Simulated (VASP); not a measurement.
# Cs (P-1) in VASP: a series of runs

The runs below take Cs through relaxation of cell and atoms, relaxation of the atoms, with PBE, LDA.

All numbers are computed with VASP 6.6.1; they aren't measurements. Logs are shortened: lines on timing, memory, paths and dates and some standing lists are left out, and cuts for length are marked.

## Step 1: The cell of the first run

The typed cell holds 1 atom: a = 5.536 Å, b = 5.692 Å, c = 5.646 Å, α = 58.68°, β = 60.12°, γ = 58.36°.

This isn't the form of Cs at room conditions, which is bcc.

## Step 2: Relaxation of cell and atoms, PBE (cell sheared at random, sigma 0.03, atoms nudged by 0.01 Å)

Input file INCAR:

```
ALGO     = Fast           # electronic algorithm
EDIFF    = 1E-6           # SCF threshold, eV
EDIFFG   = -0.01          # ionic threshold
ENCUT    = 600            # plane-wave cutoff, eV
GGA      = PE             # functional
IBRION   = 2              # ionic algorithm
ISIF     = 3              # what is computed and relaxed
ISMEAR   = 1              # smearing method
LASPH    = True           # aspherical terms in the spheres
LCHARG   = False          # write CHGCAR
LREAL    = False          # projectors in reciprocal space
LWAVE    = False          # write WAVECAR
NELM     = 100            # most SCF steps
NSW      = 40             # ionic steps
PREC     = Accurate       # precision mode
SIGMA    = 0.1            # smearing width, eV
```

Input file KPOINTS:

```
k-points
0
Gamma
  6 6 6
```

Input file POSCAR:

```
Cs
1.0
    0.0920810400      3.8522841600      3.9745477000
    4.0358804500      0.0527290300      4.0138997100
    4.0636887500      3.9194444700      0.0249207300
Cs
1
Direct
    0.0000000000      0.0000000000      0.0000000000
```

Potentials or basis: VASP PAW PBE potentials, release 64 (Cs_sv).

On the command line:

```sh
cat potpaw_PBE.64/Cs_sv/POTCAR > POTCAR
mpirun -np 1 vasp_std > vasp.out
```

OUTCAR:

```text
EDIFF = 1E-6
   EDIFFG = -0.01
   ENCUT = 600
   GGA = PE
   IBRION = 2
   ISIF = 3
   ISMEAR = 1
   LASPH = True
   LREAL = False
   NELM = 100
   NSW = 40
   PREC = Accurate

 ion  position               nearest neighbor table
   1  0.000  0.000  0.000-

  LATTYP: Found a triclinic cell.
 ALAT       =     9.5851286497
 B/A-ratio  =     0.5844035225
 C/A-ratio  =     0.5938699199
 COS(alpha) =     0.0056159022
 COS(beta)  =     0.2942247881
 COS(gamma) =     0.8684802831

  Lattice vectors:

 A1 = (   7.9154071200,  -3.7323948200,  -3.9102749600)
 A2 = (   3.9716077100,   0.0671603100,  -3.9496269700)
 A3 = (   4.0358804500,   0.0527290300,   4.0138997100)

Analysis of symmetry for initial positions (statically):
=====================================================================
 Subroutine PRICEL returns:
 Original cell was already a primitive cell.

 Routine SETGRP: Setting up the symmetry group for a
 triclinic supercell.

 Subroutine GETGRP returns: Found  2 space group operations
 (whereof  2 operations were pure point group operations)
 out of a pool of  2 trial point group operations.

The static configuration has the point symmetry S_2 .

Analysis of symmetry for dynamics (positions and initial velocities):
=====================================================================
 Subroutine PRICEL returns:
 Original cell was already a primitive cell.

 Routine SETGRP: Setting up the symmetry group for a
 triclinic supercell.

 Subroutine GETGRP returns: Found  2 space group operations
 (whereof  2 operations were pure point group operations)
 out of a pool of  2 trial point group operations.

The dynamic configuration has the point symmetry S_2 .

 Subroutine INISYM returns: Found  2 space group operations
 (whereof  2 operations are pure point group operations),
 and found     1 'primitive' translations

----------------------------------------------------------------------------------------

                                     Primitive cell

  volume of cell :     123.0189

  direct lattice vectors                    reciprocal lattice vectors
     0.092081040  3.852284160  3.974547700    -0.127874161  0.131773716  0.126843361
     4.035880450  0.052729030  4.013899710     0.125850687 -0.131272720  0.124318890
     4.063688750  3.919444470  0.024920730     0.123989924  0.127388483 -0.126342365

  length of vectors
     5.535846962  5.692319583  5.645904024     0.223171126  0.220286425  0.218091082

  position of ions in fractional coordinates (direct lattice)
     0.000000000  0.000000000  0.000000000

  ion indices of the primitive-cell ions
   primitive index   ion index
                 1           1

----------------------------------------------------------------------------------------

 KPOINTS: k-points

Automatic generation of k-mesh.
 Grid dimensions read from file:
 generate k-points for:    6    6    6

 Generating k-lattice:

  Cartesian coordinates                     Fractional coordinates (reciprocal lattice)
    -0.021312360  0.021962286  0.021140560     0.166666667 -0.000000000 -0.000000000
     0.020975114 -0.021878787  0.020719815     0.000000000  0.166666667  0.000000000
     0.020664987  0.021231414 -0.021057061     0.000000000  0.000000000  0.166666667

  Length of vectors
     0.037195188  0.036714404  0.036348514

  Shift w.r.t. Gamma in fractional coordinates (k-lattice)
     0.000000000  0.000000000  0.000000000

 Subroutine IBZKPT returns following result:
 ===========================================

 Found    112 irreducible k-points:

 Following reciprocal coordinates:
            Coordinates               Weight
  0.000000  0.000000  0.000000      1.000000
  0.166667  0.000000 -0.000000      2.000000
  0.333333  0.000000 -0.000000      2.000000
  0.500000  0.000000 -0.000000      1.000000
  0.000000  0.166667  0.000000      2.000000
  0.166667  0.166667 -0.000000      2.000000
[... 16 lines left out ...]
  0.333333  0.000000  0.166667      2.000000
  0.500000  0.000000  0.166667      2.000000
 [... further k-points ...]
   k-points           NKPTS =    112   k-points in BZ     NKDIM =    112   number of bands    NBANDS=      8
   number of dos      NEDOS =    301   number of ions     NIONS =      1
   total plane-waves  NPLWV = 110592
   dimension x,y,z NGX =    48 NGY =   48 NGZ =   48
   dimension x,y,z NGXF=    96 NGYF=   96 NGZF=   96
   ions per type =               1
   NGX,Y,Z   is equivalent  to a cutoff of  14.41, 14.02, 14.13 a.u.
   NGXF,Y,Z  is equivalent  to a cutoff of  28.83, 28.04, 28.27 a.u.
 SYSTEM =  unknown system
   PREC   = accura    normal or accurate (medium, high low for compatibility)
   ISTART =      0    job   : 0-new  1-cont  2-samecut
   ICHARG =      2    charge: 1-file 2-atom 10-const
   ISPIN  =      1    spin polarized calculation?
   LNONCOLLINEAR =      F non collinear calculations
   LSORBIT =      F    spin-orbit coupling
   LASPH  =      T    aspherical Exc in radial PAW
   ENCUT  =  600.0 eV  44.10 Ry    6.64 a.u.  11.06 11.37 11.28*2*pi/ulx,y,z
   NELM   =    100;   NELMIN=  2; NELMDL= -5     # of ELM steps
   EDIFF  = 0.1E-05   stopping-criterion for ELM
   LREAL  =      F    real-space projection
   EDIFFG = -.1E-01   stopping-criterion for IOM
   NSW    =     40    number of steps for IOM
   IBRION =      2    ionic relax: 0-MD 1-quasi-New 2-CG
   NFREE  =      1    steps in history (QN), initial steepest desc. (CG)
   ISIF   =      3    stress and relaxation
   ISYM   =      2    0-nonsym 1-usesym 2-fastsym
   POTIM  = 0.5000    time-step for ionic-motion
   TEBEG  =    0.0;   TEEND  =   0.0 temperature during run
   PSTRESS=    0.0 pullay stress
   NELECT =       9.0000    total number of electrons
   NUPDOWN=      -1.0000    fix difference up-down
   EMIN   =  10.00;   EMAX   =-10.00  energy-range for DOS
   EFERMI =   0.00;   METHOD = LEGACY
   ISMEAR =     1;   SIGMA  =   0.10  broadening in eV -4-tet -1-fermi 0-gaus
   EFERMI_NEDOS =   21; number of points for ismear=-14 and -15
   IALGO  =     68    algorithm
   IMIX   =      4    mixing-type and parameters
     AMIX     =   0.40;   BMIX     =  1.00
     AMIX_MAG =   1.60;   BMIX_MAG =  1.00
  volume/ion in A,a.u.               =     123.02       830.17
  Fermi-wavevector in a.u.,A,eV,Ry     =   0.684697  1.293889  6.378545  0.468810
  Thomas-Fermi vector in A             =   1.764424
   LORBIT       =      0    0 simple, 1 ext, 2 COOP (PROOUT), +10 PAW based schemes
   GGA     = PE    functional components
   LHFCALC =     F    Hartree Fock is set to
   AEXX    =    0.0000 exact exchange contribution
   IVDW    =     0    specifies the selected vdW correction
   LEPSILON=     F    determine dielectric tensor
   LRPA    =     F    only Hartree local field effects (RPA)
 conjugate gradient relaxation of ions
 non-spin polarized calculation
 RMM-DIIS sequential band-by-band and
 Methfessel and Paxton  Order N= 1 SIGMA  =   0.10
  energy-cutoff  :      600.00
  volume of cell :      123.02
 maximum number of plane-waves:      4126
 NGX is ok and might be reduce to    48
   NGX = 23   NGY = 23   NGZ = 23

--------------------------------------- Ionic step        1  -------------------------------------------

 number of electron       9.0000000 magnetization

 Free energy of the ion-electron system (eV)
  ---------------------------------------------------
  ext. energy  EPLUGINS =         0.00000000
  ---------------------------------------------------
  free energy    TOTEN  =        -0.83847262 eV

  energy without entropy =       -0.83872402  energy(sigma->0) =       -0.83855642

------------------------ aborting loop because EDIFF is reached ----------------------------------------

  FORCE on cell =-STRESS in cart. coord.  units (eV):
  Direction    XX          YY          ZZ          XY          YZ          ZX
  --------------------------------------------------------------------------------------
  -------------------------------------------------------------------------------------
  Total       -0.0508202     -0.0623250     -0.0461639     -0.0224195      0.0025717     -0.0151600
  in kB       -0.6618739     -0.8117104     -0.6012312     -0.2919874      0.0334938     -0.1974415
  external PRESSURE =      -0.6916051 kB  Pullay stress =       0.0000000 kB
[... 86 lines left out ...]
  FREE ENERGIE OF THE ION-ELECTRON SYSTEM (eV)
  ---------------------------------------------------
  free  energy   TOTEN  =        -0.8396282385 eV

  energy  without entropy=       -0.8399548163  energy(sigma->0) =       -0.83973710

[... ionic steps 4 to 13 ...]

--------------------------------------- Ionic step       14  -------------------------------------------

 number of electron       9.0000000 magnetization

------------------------ aborting loop because EDIFF is reached ----------------------------------------

  FORCE on cell =-STRESS in cart. coord.  units (eV):
  Direction    XX          YY          ZZ          XY          YZ          ZX
  --------------------------------------------------------------------------------------
  -------------------------------------------------------------------------------------
  Total        0.0058033     -0.0037538      0.0029713      0.0143903     -0.0020826      0.0015275
  in kB        0.0784780     -0.0507627      0.0401809      0.1946004     -0.0281630      0.0206558
  external PRESSURE =       0.0226320 kB  Pullay stress =       0.0000000 kB
[... 55 lines left out ...]
  energy  without entropy=       -0.8426500714  energy(sigma->0) =       -0.84146054

--------------------------------------- Ionic step       16  -------------------------------------------

 number of electron       8.9999999 magnetization

 Free energy of the ion-electron system (eV)
  ---------------------------------------------------
  ext. energy  EPLUGINS =         0.00000000
  ---------------------------------------------------
  free energy    TOTEN  =        -0.84087139 eV

  energy without entropy =       -0.84266068  energy(sigma->0) =       -0.84146782

 E-fermi :   0.3883     XC(G=0):  -5.3477

 val. band max:        0.3871921858   @ k =   0.5000   0.5000   0.5000
 cond. band min:       0.3913686695   @ k =   0.0000  -0.0000   0.5000
 fundamental gap:      0.0041764837
 Fermi energy:         0.3883331095

 k-point     1 :       0.0000    0.0000    0.0000
  band No.  band energies     occupation
      1     -23.4726      2.00000
      2     -10.2208      2.00000
      3     -10.2205      2.00000
      4     -10.2187      2.00000
      5      -1.2596      2.00000
      6       2.7423      0.00000
      7       2.7527      0.00000
      8       3.1225      0.00000
[... 243 lines left out ...]
 k-point    24 :       0.5000    0.0000    0.1667
  band No.  band energies     occupation
      1     -23.4663      2.00000
      2     -10.3356      2.00000
      3     -10.2572      2.00000
      4     -10.2480      2.00000
      5       0.5883     -0.01600
      6       1.1653     -0.00000
      7       2.4863      0.00000
      8       2.6556      0.00000

 [... further k-points ...]

------------------------ aborting loop because EDIFF is reached ----------------------------------------

  FORCE on cell =-STRESS in cart. coord.  units (eV):
  Direction    XX          YY          ZZ          XY          YZ          ZX
  --------------------------------------------------------------------------------------
  -------------------------------------------------------------------------------------
  Total        0.0059279      0.0050994      0.0016101      0.0072051     -0.0012739     -0.0007531
  in kB        0.0806539      0.0693820      0.0219070      0.0980316     -0.0173319     -0.0102463
  external PRESSURE =       0.0573143 kB  Pullay stress =       0.0000000 kB
[... 16 lines left out ...]
  FREE ENERGIE OF THE ION-ELECTRON SYSTEM (eV)
  ---------------------------------------------------
  free  energy   TOTEN  =        -0.8408713915 eV

  energy  without entropy=       -0.8426606824  energy(sigma->0) =       -0.84146782

 reached required accuracy - stopping structural energy minimisation
```

It took 22 min on 1 thread of Intel Xeon Platinum 8259CL at 2.50GHz (Skylake/Cascade Lake), shared host; peak memory 0.42 GiB.

Results:

```yaml
Free_energy: -0.8409 eV
Relaxed_volume: 117.76 Å³/atom
Relaxed_cell: a = 5.416 Å, b = 5.745 Å, c = 5.380 Å, α = 58.07°, β = 64.22°, γ = 58.09°
Space_group_after_relaxing_to_0.05_Å: I4/mmm (No. 139)
Energy_gained_by_relaxing: 2.4 meV/atom
Ionic_steps: 16
Pressure_after_relaxing: 0.0 GPa
Band_gap_on_the_k_mesh: none (metal or under the smearing width)
```

Step by step:
| step | energy change (eV) | largest force (eV/Å) | pressure (GPa) | volume (Å³) |
| --- | --- | --- | --- | --- |
| 1 | 0.0000 | 0.0000 | -0.07 | 123.02 |
| 2 | -0.0004 | 0.0000 | -0.05 | 122.08 |
| 3 | -0.0012 | 0.0000 | -0.01 | 119.41 |
| 4 | -0.0003 | 0.0000 | 0.08 | 114.17 |
| 5 | -0.0012 | 0.0000 | 0.01 | 118.01 |
| 6 | -0.0012 | 0.0000 | 0.01 | 118.26 |
| 7 | -0.0013 | 0.0000 | 0.01 | 118.32 |
| 8 | -0.0015 | 0.0000 | 0.01 | 118.50 |
| 9 | -0.0016 | 0.0000 | 0.00 | 118.84 |
| 10 | -0.0017 | 0.0000 | 0.00 | 118.88 |
| 11 | -0.0020 | 0.0000 | -0.01 | 118.97 |
| 12 | -0.0019 | 0.0000 | -0.01 | 118.97 |
| 13 | -0.0021 | 0.0000 | -0.01 | 118.99 |
| 14 | -0.0023 | 0.0000 | 0.00 | 118.48 |
| 15 | -0.0024 | 0.0000 | 0.01 | 117.88 |
| 16 | -0.0024 | 0.0000 | 0.01 | 117.76 |

Final structure:
```
CELL_PARAMETERS angstrom
-0.01380 3.57509 4.06827
4.05625 -0.01378 4.06775
4.03800 3.55545 0.00445
ATOMIC_POSITIONS crystal
Cs 0.00000 0.00000 0.00000
```

## Step 3: Relaxation of the atoms, LDA (cell sheared at random, sigma 0.03, atoms nudged by 0.01 Å)

Input file INCAR:

```
PREC     = Accurate       # precision mode
ENCUT    = 520            # plane-wave cutoff, eV
EDIFF    = 1E-6           # SCF threshold, eV
ISMEAR   = 1              # smearing method
SIGMA    = 0.1            # smearing width, eV
LREAL    = False          # projectors in reciprocal space
LASPH    = True           # aspherical terms in the spheres
NELM     = 60             # most SCF steps
ALGO     = Normal         # electronic algorithm
ISIF     = 2              # what is computed and relaxed
LWAVE    = False          # write WAVECAR
LCHARG   = False          # write CHGCAR
GGA      = CA             # functional
IBRION   = 2              # ionic algorithm
NSW      = 40             # ionic steps
EDIFFG   = -0.01          # ionic threshold
```

Input file KPOINTS:

```
Automatic mesh
0
Gamma
  6 6 6
```

POSCAR is that of step 2.

Potentials or basis: VASP PAW LDA potentials, release 64 (Cs_sv).

On the command line:

```sh
cat potpaw_LDA.64/Cs_sv/POTCAR > POTCAR
mpirun -np 1 vasp_std > vasp.out
```

It took 76 s on 1 thread of Intel Xeon Platinum 8259CL at 2.50GHz (Skylake/Cascade Lake), shared host; peak memory 0.27 GiB.

The run converged. Its results:

* Free energy: -0.9419 eV
* Pressure after relaxing: -0.4 GPa
* Band gap on the k mesh: none (metal or under the smearing width)

Final structure:
```cif
data_structure
_symmetry_space_group_name_H-M 'P 1'
_symmetry_Int_Tables_number 1
_cell_length_a 5.5358
_cell_length_b 5.6923
_cell_length_c 5.6459
_cell_angle_alpha 58.677
_cell_angle_beta 60.117
_cell_angle_gamma 58.365
_cell_volume 123.02
loop_
_atom_site_label
_atom_site_type_symbol
_atom_site_fract_x
_atom_site_fract_y
_atom_site_fract_z
_atom_site_occupancy
Cs1 Cs 0.00000 0.00000 0.00000 1
```

Levels at points of the mesh, in eV from the Fermi level:
| k point | band 3 | band 4 | band 5 | band 6 | band 7 | band 8 |
| --- | --- | --- | --- | --- | --- | --- |
| (0.00, 0.00, 0.00) | -10.58 | -10.58 | -1.59 | 2.28 | 2.36 | 2.50 |
| (0.50, 0.00, 0.00) | -10.60 | -10.60 | 0.04 | 0.87 | 2.13 | 2.31 |
| (0.00, 0.50, 0.00) | -10.60 | -10.59 | 0.00 | 0.82 | 2.18 | 2.32 |
| (0.50, 0.50, 0.00) | -10.62 | -10.61 | 0.33 | 1.10 | 1.36 | 3.75 |
| (0.00, 0.00, 0.50) | -10.60 | -10.59 | -0.03 | 0.78 | 2.13 | 2.42 |
| (0.50, 0.00, 0.50) | -10.63 | -10.62 | 0.40 | 1.05 | 1.52 | 3.68 |
| (0.00, 0.50, 0.50) | -10.62 | -10.61 | 0.32 | 1.11 | 1.34 | 3.86 |
| (0.50, 0.50, 0.50) | -10.59 | -10.59 | -0.05 | 0.76 | 2.21 | 2.38 |

Caveat: the relaxation stopped at its first step, so nothing moved. Spin-orbit coupling is left out, which matters for the levels of Cs.
